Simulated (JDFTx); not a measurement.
A run of JDFTx 1.7.0 (patched build) is set up as follows.

File AlN.in:

```
lattice \
    3.1130000000    -1.5565000000     0.0000000000 \
    0.0000000000     2.6959370820     0.0000000000 \
    0.0000000000     0.0000000000     4.9810000000
latt-scale 1.889726124626 1.889726124626 1.889726124626
coords-type Lattice
ion Al     0.6666666667     0.3333333333     0.5000000000 1
ion Al     0.3333333333     0.6666666667     0.0000000000 1
ion N      0.6666666667     0.3333333333     0.8800000000 1
ion N      0.3333333333     0.6666666667     0.3800000000 1

ion-species pseudo/Al.upf
ion-species pseudo/N.upf
elec-cutoff 42 336
elec-ex-corr gga-PBEsol
kpoint-folding 10 10 6
elec-smearing Gauss 0.0018374661
elec-n-bands 14
electronic-SCF nIterations 100 energyDiffThreshold 1e-09
electronic-minimize nIterations 30 energyDiffThreshold 1e-7
converge-empty-states yes
forces-output-coords Cartesian

dump-name run.$VAR
dump End Ecomponents EigStats BandEigs Kpoints Forces Stress ElecDensity Dtot KEdensity
```

Potentials or basis: PseudoDojo-SR-PBEsol-0.4.1-standard with smoothed tails.

The run is started by

```bash
$ jdftx -c 1 -i AlN.in -o AlN.out
```

(1) Predict the pressure.

(2) Estimate the Loewdin charges.

(3) Predict the band gap on the k mesh.

(4) Predict the largest force.

Results:

(1) 0.1 GPa.

(2) Al +1.06; N -1.00 e.

(3) 4.14 eV, direct.

(4) 0.132 eV/Å.

Caveat: the empty levels aren't tightly converged.

**Experimental background.**

“Self-assembly of well-separated AlN nanowires directly on sputtered metallic TiN films”, 2019, arxiv:1910.07391 quotes, for a bulk crystal of AlN at 10 K: band gap 6.034 eV (an exciton energy, a little under the gap).

Measured gap of AlN: 6.034 eV (an exciton energy, a little under the gap; 10 K; quoted in “Self-assembly of well-separated AlN nanowires directly on sputtered metallic TiN films”, 2019, arxiv:1910.07391). This calculation gives 4.14 eV (-1.90 eV). 2 values of this kind are on record (6.034 to 6.0343 eV); this one was drawn at random. The value is that of PBEsol on a finite k mesh, which can miss the band edges, without temperature or zero-point motion. Semilocal functionals fall short of measured gaps as a rule.
